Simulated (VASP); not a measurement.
Given:

```
SrF2
1.0
    0.00000     2.93332     2.93332
    2.93332     0.00000     2.93332
    2.93332     2.93332     0.00000
Sr F
1 2
Direct
  0.00000   0.00000   0.00000
  0.25000   0.25000   0.25000
  0.75000   0.75000   0.75000
```

Computed with PBE GGA, VASP's PBE PAW potentials (set 64) (plane waves; VASP 6.6.1). Settings: 520 eV cut-off, 6×6×6 Γ-centred mesh, Gaussian smearing of 0.050 eV, potentials Sr_sv F.

Q: Estimate the energy per atom (σ→0), band gap (on the k-mesh) with the smallest direct gap where there is one.

A: 
- band gap (on the k-mesh) = 6.73 eV
- smallest direct gap (on the k-mesh) = 6.84 eV
- energy per atom (σ→0) = -5.691 eV/atom

The absolute energy has meaning only against runs of the same code, potentials and settings.

The compound is SrF2 in the fluorite structure. It was relaxed first. The start is the result of an earlier pass.
